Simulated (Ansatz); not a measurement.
# SrO: stationary points along a deformation path

Computed with DFT PBEsol, scalar-relativistic, plane waves, PAW in Ansatz 0.2.0. The runs took a 420 eV cutoff, a Γ-centred 9×9×4 mesh and Gaussian smearing (0.05 eV). No spin polarisation. Energies are free energies at this smearing, counted from the undisturbed cell; pressure is positive in compression.

The starting cell (as given, not relaxed at this level; it stands at -2.4 GPa; this form isn't the usual structure):

```yaml
crystal:
  lattice:
    - [3.55329, 0.00000, 0.00000]
    - [-1.77664, 3.07724, 0.00000]
    - [0.00000, 0.00000, 6.21730]
  atoms:
    - { symbol: Sr, position: [0.33333, 0.66667, 0.25000] }
    - { symbol: Sr, position: [0.66667, 0.33333, 0.75000] }
    - { symbol: O, position: [0.00000, 0.00000, 0.00000] }
    - { symbol: O, position: [0.00000, 0.00000, 0.50000] }
```

At fixed volume and fractional coordinates, lengths along (0.000, 0.000, 1.000) are scaled against those across it; ρ is that ratio over its starting value. V = 16.995 Å³/atom. Δσ is the stress along the axis less the mean stress across it (compression positive).

```csv
ρ,ΔE (meV/atom),Δσ (GPa),space group
0.800,289.1,36.09,P6_3/mmc
0.850,154.4,26.71,P6_3/mmc
0.920,40.2,13.97,P6_3/mmc
0.960,9.0,6.72,P6_3/mmc
1.000,0.0,-0.58,P6_3/mmc
1.050,17.8,-9.85,P6_3/mmc
1.100,65.7,-19.33,P6_3/mmc
1.200,243.4,-38.81,P6_3/mmc
1.300,518.4,-58.62,P6_3/mmc
```

Q: How does the stress give the slope of the energy, and where is the energy stationary?

A: Along the path d ln(length) is 2/3 d ln ρ on the axis and −1/3 d ln ρ across it, so dE/d ln ρ = −(2/3) V Δσ: the energy falls with ρ where Δσ is positive. Δσ vanishes or changes sign between ρ = 0.960 and 1.000, a minimum (near 1.00 by linear interpolation). Pairs of stationary points between two samples would go unseen, and could change a minimum read from distant neighbours into a maximum.

Q: Integrate that slope from ρ = 1 to 0.850 by the trapezoid rule.

A: With V/N in Å³ and 1 eV/Å³ = 160.2 GPa the slopes at ρ = 1.000, 0.960, 0.920, 0.850 are 41, -475, -988, -1889 meV/atom per unit of ln ρ. The steps add 8.9 + 31.1 + 113.8 = 153.8 meV/atom, against 154.4 from the energies; the trapezoid rule misses the curvature of the slope within each step.